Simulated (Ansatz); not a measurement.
# BeS (F-43m) in Ansatz: reference runs

Aim: a first look at BeS with PBEsol, on the cell as given.

All numbers are computed with Ansatz 0.2.0; they aren't measurements. Logs are shortened: lines on timing, memory, paths and dates and some standing lists are left out, and cuts for length are marked.

## 1. Starting point

It takes space group F-43m (No. 216, cubic). Conventional cell: a = 4.850 Å, b = 4.850 Å, c = 4.850 Å, α = 90.00°, β = 90.00°, γ = 90.00°. S (site symmetry -43m) has 4 Be at 2.10 Å as nearest neighbours. Around Be (site symmetry -43m) lie 4 S at 2.10 Å.

## 2. Single point, PBEsol

The input, input.yaml:

```yaml
crystal:
  lattice:
    - [0.0, 2.425, 2.425]
    - [2.425, 0.0, 2.425]
    - [2.425, 2.425, 0.0]
  atoms:
    - { symbol: S, position: [0.75, 0.75, 0.75] }
    - { symbol: Be, position: [0.0, 0.0, 0.0] }
kpoints:
  mp_grid: { grid: [9, 9, 9] }
scf:
  occupations: { method: fermi_dirac, width: 0.05 }
hamiltonian:
  xc: pbesol
  pseudopotentials: { kind: all_electron, lapw: { basis_error: 0.001 } }
output:
  forces: true
  stress: true
  eigenvalues: true
  populations: true
```

Potentials or basis: all-electron LAPW, scalar-relativistic.

Command:

```bash
$ ansatz run input.yaml --threads 1 --pin off --max-ram 3072MiB --backend cpu --events-out ev --progress --plain --runs-dir out
```

Log:

```text
Warning: RAYON_NUM_THREADS=1 ignored (pool sized by the plan → 1); use --threads N
S: projections on atomic orbitals take those of the free atom 1s2 2s2 2p6 3s2 3p4, of charge +0.00 (hamiltonian.pseudopotentials.projection_atoms)
Be: projections on atomic orbitals take those of the free atom 1s2 2s2, of charge +0.00 (hamiltonian.pseudopotentials.projection_atoms)
LAPW: plane waves up to 7.684 Å⁻¹, error target 1.0e-3 eV per atom; small_component_spin mean_spin; Be in spheres of 0.953 Å, 4 of its electrons in bands, Dirac shells []; S in spheres of 1.147 Å, 14 of its electrons in bands, Dirac shells [] (how accurate: hamiltonian.pseudopotentials.lapw.basis_error, Limitations)
Engine: ansatz 0.2.0, aarch64-unknown-linux-gnu
Pseudopotentials: kind: all_electron
Pseudopotential: S, LAPW, valence charge 14, lapw/all_electron/scalar/gaussian/S, Koelling and Harmon's equation, gaussian nucleus
Pseudopotential: Be, LAPW, valence charge 4, lapw/all_electron/scalar/gaussian/Be, Koelling and Harmon's equation, gaussian nucleus
Functional definition: PBEsol
  exchange = pbesol_x
  correlation = pbesol_c
Crystal: 2 atoms, lattice volume = 28.521 Å³
Basis set: ecut = 224.9475542884322 eV, 229 PW (Γ), exchange–correlation at level 2
Bands: 13, of which v1, the nominal top of the filled ones, is band 9 counted from 1 (8 counted from 0)
Symmetry: 24 space group operations
Space group: F-43m (ITA 216), of the structure as read, at distance tolerance 3.1e-5 Å
k-points: 35 of 729 (time reversal used)
Non-local potential: S, projectors of the file, none
Non-local potential: Be, projectors of the file, none
Initial density: superposition of atomic densities (chi_scale 0.1, normalization cell, long waves kept (reshape's long-wave potential 0.00 eV rms))
Initial wavefunctions: plane waves of lowest kinetic energy (no species holds an atomic orbital)
Functional: x = pbesol(κ = 0.804, μ = 0.12345679012345678), c = pbesol(β = 0.046)
iter 1 solved again at ethr=3.00e-3 eV; its pass at ethr=1.00e-1 eV (dr2=5.41e-1 eV) is discarded
SCF iter   1: F=—  HF=-11247.397764 eV  |F-HF|=—  |Δ(HF+E_count)|=         —  Δρ=4.13e-2  dr2=5.41e-1  ethr=3.00e-3  ⟨swp⟩=2.0  Hψ=3420  notcnv=0
preconditioner: auto → none  [insulator: Δε(μ)=3.398 eV  Ē_g=12.853 eV  σ=0.050 eV  W_gap=1.00  n_scr=8 (ndim 8)  ℏωp=19.7 eV  f_vac=0.000  D(μ)=0.00/eV (n_scr^D=0)  ε∞_Penn≈3.3]
SCF iter   2: F=—  HF=-11247.238997 eV  |F-HF|=—  |Δ(HF+E_count)|=   1.59e-1  Δρ=1.62e-2  dr2=7.35e-2  ethr=3.00e-3  ⟨swp⟩=2.0  Hψ=1356  notcnv=0
iter 3 solved again at ethr=2.30e-5 eV; its pass at ethr=4.08e-4 eV (dr2=4.14e-3 eV) is discarded
SCF iter   3: F=—  HF=-11247.222395 eV  |F-HF|=—  |Δ(HF+E_count)|=   1.66e-2  Δρ=3.25e-3  dr2=4.14e-3  ethr=2.30e-5  ⟨swp⟩=2.0  Hψ=2286  notcnv=0
SCF iter   4: F=—  HF=-11247.221551 eV  |F-HF|=—  |Δ(HF+E_count)|=         —  Δρ=6.88e-4  dr2=1.23e-4  ethr=2.30e-5  ⟨swp⟩=2.0  Hψ=1216  notcnv=0
the basis was enlarged: its passes take 41.2 KiB over the memory plan, 1 of 1 planned eigensolver slots
SCF iter   5: F=—  HF=-11247.221603 eV  |F-HF|=—  |Δ(HF+E_count)|=   5.21e-5  Δρ=3.91e-5  dr2=3.17e-7  ethr=6.84e-7  ⟨swp⟩=2.0  Hψ=1219  notcnv=0
SCF iter   6: F=-11247.221603 eV  HF=-11247.221603 eV  |F-HF|=3.92e-9  |Δ(HF+E_count)|=   4.36e-8  Δρ=3.94e-6  dr2=2.92e-9  ethr=1.76e-9  ⟨swp⟩=3.0  Hψ=1303  notcnv=0
SCF 1 converged in 6 iterations: F = -11247.221603 eV  dr2 = 2.92e-9
SCF converged after 6 iterations
Free energy (F): -11247.221603 eV
Harris-Foulkes:  -11247.221603 eV  (|F-HF|=3.92e-9)
Internal energy: -11247.221603 eV  (E = F + TS)
E sigma→0 (E₀):  -11247.221603 eV
Fermi energy:    7.535540 eV
--- Per-component energies (eV) ---
  E_band       = -1430.425176
  E_kinetic    = 11288.918075
  E_xc         = -757.370460
  E_electrostatic = -21778.769218  (all electrons and nuclei)
  E_smearing   = -0.000000  (= −TS)
  E_closure    = 0.000000  (closes the sum)
  E_atoms      = -11236.685828  (free atoms, spherical and without spin; not in F)
  Σ components = -11247.221603   (vs F -11247.221603, Δ=0.00e0)
  Basis errors (estimates in eV, not in F): energy 6.2e-4 per atom: plane waves 5.8e-4 (3.4e-4 summed), levels above the bands 9.5e-80, relativity 3.4e-8, radial functions 4.6e-5, core shells 1.6e-13; eigenvalues (radial functions only) 3.2e-6; not estimated: angular momenta, meshes, grids; target (lapw.basis_error) 1.0e-3; muffin-tin radii Be 0.953 Å, S 1.147 Å
--- Forces (eV/Å), atoms counted from 1 ---
  atom   1  S      0.00000000     0.00000000     0.00000000
  atom   2  Be    -0.00000000     0.00000000     0.00000000
  max |Σ_I F_I| component: 2.78e-17 eV/Å
--- Stress (GPa, compression-positive) ---
       -0.754352      -0.000000      -0.000000
       -0.000000      -0.754352       0.000000
       -0.000000       0.000000      -0.754352
  P = ⅓ Tr σ = -0.7544 GPa (-7.544 kbar)
--- Band table (eV; the first three rows and the last of 35) ---
  k-point 0: bands = ["-197.8357", "-142.8795", "-142.8795", "-142.8795", "-92.1588", "-7.6773", "6.0341", "6.0341", "6.0341", "11.6197", "11.6197", "11.6197", "11.7411"]
  k-point 1: bands = ["-197.8357", "-142.8795", "-142.8795", "-142.8795", "-92.1587", "-7.5354", "5.0294", "5.8710", "5.8710", "11.5212", "11.9108", "11.9108", "12.8509"]
  k-point 2: bands = ["-197.8357", "-142.8795", "-142.8795", "-142.8795", "-92.1587", "-7.1358", "3.1545", "5.5213", "5.5213", "11.4777", "12.4303", "12.4303", "14.7253"]
  k-point 34: bands = ["-197.8357", "-142.8795", "-142.8795", "-142.8795", "-92.1587", "-5.4949", "1.5575", "2.2099", "2.9624", "12.1438", "13.4573", "14.2928", "15.8795"]
--- Löwdin populations: 2 sites ---
  site symbol       q [e]
     0      S     17.0727
     1     Be      2.6080
  spilling = 0.015966 (of n_electrons = 20.000000)
```

Wall time 5.5 s (1 thread of Arm Neoverse V1, shared host); peak memory 0.21 GiB.

Results:

| Item | Value |
| --- | --- |
| Free energy | -11247.2216 eV |
| Pressure | -0.8 GPa |
| Band gap on the k mesh | 3.02 eV, indirect (least direct gap 5.59 eV) |
| Loewdin charges | S -1.07; Be +1.39 e |

Levels at points of the mesh, in eV from the valence-band top:
```csv
k point,band 6,band 7,band 8,band 9,band 10,band 11,band 12,band 13
"(0.00, 0.00, 0.00)",-13.71,0.00,0.00,0.00,5.59,5.59,5.59,5.71
```

Caveat: the atomic charges don't sum to the cell's charge; an odd mesh through Γ misses points on the zone boundary, where band edges often lie. Expect the measured gap to be larger: semilocal functionals such as PBEsol lack the derivative discontinuity.

## 3. Equation of state, PBEsol

Potentials or basis: all-electron LAPW, scalar-relativistic.

No new run: the results of the series are fitted here.

Results:

- Equilibrium volume: 14.15 Å³/atom
- Bulk modulus: 97 GPa
- Pressure derivative of the bulk modulus: 3.8

Energy against volume, from the lowest point:
```
volume (Å³/atom)  energy (meV/atom)
          13.405              12.61
          13.690               4.46
          13.975               0.38
          14.261               0.00
          14.546               2.97
          14.831               9.00
          15.116              17.79
```
